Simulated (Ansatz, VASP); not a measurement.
# One calculation of Ti, two programs

```
CELL_PARAMETERS angstrom
2.95000 0.00000 0.00000
-1.47500 2.55477 0.00000
0.00000 0.00000 4.68000
ATOMIC_POSITIONS crystal
Ti 0.66667 0.33333 0.75000
Ti 0.33333 0.66667 0.25000
```

Alike in both runs: functional LDA; k mesh 10 × 10 × 6; occupations fermi-dirac, width 0.05 eV; no spin polarisation.

```csv
,VASP,Ansatz
version,VASP 6.6.1,Ansatz 0.2.0
potentials or method,"VASP PAW LDA potentials, release 64 (Ti_sv), cutoff 520 eV","all-electron LAPW, scalar-relativistic"
task,single point,band structure
```

Ansatz gave:

* gap on the k mesh at the Fermi level (eV): none
* pressure (GPa): -9.8
* largest component of the traceless stress (GPa): 0.48

Q: What did VASP give for the same quantities?

A: gap on the k mesh at the Fermi level (eV): none; pressure (GPa): -9.8; largest component of the traceless stress (GPa): 0.47.

A gap of «none» marks a metal or a gap that the smearing closes. Ansatz ran all-electron here, so the differences hold the error of VASP's frozen core and of both bases.
